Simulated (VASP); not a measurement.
Output of a VASP run:

### OSZICAR
```
       N       E                     dE             d eps       ncg     rms          rms(c)
DAV:   1     0.489356839131E+03    0.48936E+03   -0.27309E+04  3156   0.144E+03
DAV:   2    -0.239934722792E+02   -0.51335E+03   -0.49958E+03  3582   0.454E+02
DAV:   3    -0.526411137277E+02   -0.28648E+02   -0.28310E+02  3507   0.110E+02
DAV:   4    -0.531134735010E+02   -0.47236E+00   -0.47057E+00  3654   0.139E+01
DAV:   5    -0.531234731265E+02   -0.99996E-02   -0.99986E-02  3738   0.180E+00    0.535E+01
DAV:   6    -0.460895107023E+02    0.70340E+01   -0.58060E+01  3186   0.578E+01    0.180E+01
DAV:   7    -0.447558595696E+02    0.13337E+01   -0.12883E+01  3177   0.342E+01    0.183E+01
DAV:   8    -0.445103316736E+02    0.24553E+00   -0.14224E+00  3604   0.108E+01    0.140E+00
DAV:   9    -0.445025100563E+02    0.78216E-02   -0.61360E-02  3558   0.186E+00    0.473E-01
DAV:  10    -0.445002909440E+02    0.22191E-02   -0.81486E-03  3618   0.758E-01    0.307E-01
DAV:  11    -0.445002053518E+02    0.85592E-04   -0.65669E-04  4023   0.158E-01    0.990E-02
DAV:  12    -0.445002137384E+02   -0.83866E-05   -0.92273E-05  3515   0.873E-02    0.165E-02
DAV:  13    -0.445002147748E+02   -0.10365E-05   -0.15271E-05  3834   0.307E-02    0.535E-03
DAV:  14    -0.445002145756E+02    0.19929E-06   -0.17961E-06  2264   0.110E-02
   1 F= -.44500215E+02 E0= -.44489999E+02  d E =-.204309E-01
```

### OUTCAR
```
------------------------ aborting loop because EDIFF is reached ----------------------------------------
  FORCE on cell =-STRESS in cart. coord.  units (eV):
  Direction    XX          YY          ZZ          XY          YZ          ZX
  --------------------------------------------------------------------------------------
  Total        3.2155058      3.2155058      4.0340618      0.0000000      0.0000000      0.0000000
  in kB       85.2147458     85.2147458    106.9074563      0.0000000      0.0000000      0.0000000
  external PRESSURE =      92.4456493 kB  Pullay stress =       0.0000000 kB
  volume of cell :       60.46
      direct lattice vectors                 reciprocal lattice vectors
     4.432744000  0.000000000  0.000000000     0.225593898  0.000000000  0.000000000
     0.000000000  4.432744000  0.000000000     0.000000000  0.225593898  0.000000000
     0.000000000  0.000000000  3.076804000     0.000000000  0.000000000  0.325012578
 POSITION                                       TOTAL-FORCE (eV/Angst)
 -----------------------------------------------------------------------------------
      2.21637      2.21637      1.53840         0.000000     -0.000000      0.000000
      0.00000      0.00000      0.00000         0.000000     -0.000000      0.000000
      3.57031      0.86243      1.53840         0.020078     -0.020078      0.000000
      0.86243      3.57031      1.53840        -0.020078      0.020078      0.000000
      1.35394      1.35394      0.00000         0.020078      0.020078      0.000000
      3.07881      3.07881      0.00000        -0.020078     -0.020078      0.000000
 -----------------------------------------------------------------------------------
    total drift:                                0.000000      0.000000      0.000000
  FREE ENERGIE OF THE ION-ELECTRON SYSTEM (eV)
  ---------------------------------------------------
  free  energy   TOTEN  =       -44.5002145756 eV

  energy  without entropy=      -44.4797836317  energy(sigma->0) =      -44.48999910
```
(Selected blocks of OUTCAR.)

**POSCAR**
```
RuO2
1
    4.4327440000     0.0000000000     0.0000000000
    0.0000000000     4.4327440000     0.0000000000
    0.0000000000     0.0000000000     3.0768040000
Ru O
2 4
Direct
  0.5000000000   0.5000000000   0.5000000000
  0.0000000000   0.0000000000   0.0000000000
  0.8054400000   0.1945600000   0.5000000000
  0.1945600000   0.8054400000   0.5000000000
  0.3054400000   0.3054400000   0.0000000000
  0.6945600000   0.6945600000   0.0000000000
```

Task: Write an INCAR and KPOINTS that could have produced this output.

Result: One answer among several that fit: the input of the run itself, PBE GGA, plane waves, VASP's PBE PAW potentials (set 64).

### KPOINTS
```
Automatic mesh
0
Gamma
6 6 9
0 0 0
```

### INCAR
```
# general
SYSTEM   =  RuO2
PREC     =  Accurate
ENCUT    =  400
LREAL    =  .False.   # projection in real space or not
LASPH    =  .True.

# electronic loop
EDIFF    =  1E-6
NELM     =  100   # most electronic steps
ALGO     =  Normal   # blocked Davidson
LMAXMIX  =  4   # l cut-off of mixed one-centre charges

# smearing
ISMEAR   =  0   # Gaussian
SIGMA    =  0.1

# functional
GGA      =  PE

# ions
ISIF     =  2   # forces and stress, cell fixed

# output
LWAVE    =  .False.
LCHARG   =  .False.
```

POTCAR, in this order: Ru_pv O (PBE.64 set). Program: vasp_std.

At this cut-off the stress carries a Pulay error, which pulls relaxed volumes low.

The structure comes from a computed database's RuO2 entry; how it stands against other phases isn't given here. The cell was not relaxed at this level.
